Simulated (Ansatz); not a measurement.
A Cu cell: a packing that fell into a crystal (Immm at 0.1 Å).

```
Cu
1.0
     4.33079   -0.58178   -0.64026
    -0.56811    5.61165    0.61582
    -0.66324    0.59965    5.13958
Cu
10
Direct
  0.29287 0.78505 0.45706
  0.89288 0.98505 0.55708
  0.69287 0.58504 0.85705
  0.29288 0.78504 0.95707
  0.89287 0.98503 0.05706
  0.69289 0.58505 0.35707
  0.09289 0.38505 0.75707
  0.49287 0.18504 0.65706
  0.09288 0.38505 0.25706
  0.49288 0.18504 0.15707
```

These are results of DFT PBE, scalar-relativistic, plane waves, PAW in Ansatz, not measurements.

Plane waves to 420 eV, a k mesh through Γ of 8×6×7 on the computed 10-atom cell and Gaussian smearing (0.10 eV); no spin polarisation.

Describe its local order.

Counting as bonded all pairs within 1.3 times the summed covalent radii:

```csv
atom → neighbour,mean count,mean length (Å),spread (Å)
Cu → Cu,12.00,2.57,0.02
```

Angles between all pairs of such bonds at an atom (mean ± spread): 98 ± 36° at Cu.

Does it have a gap?

It has no gap on the mesh. Levels at Γ next to the Fermi level (eV from it): -1.48, -1.38, -1.06, -1.06, -0.32, -0.32, 1.45, 1.48, 1.49, 2.31, 2.31, 4.86. It lies 0.00 eV/atom above the elements' standard states (static lattices, no corrections for gases).

The final mesh leaves forces up to 0.00 eV/Å and stresses up to 1.6 GPa: the relaxation ran on a coarser mesh, so the cell's shape, its bonds and its energy belong partly to that mesh.

Cost: 2 runs of about 22 core-minutes in all (earlier runs that led there not counted), on Intel Xeon Processor @ 2.50GHz (Skylake/Cascade Lake) (shared hosts).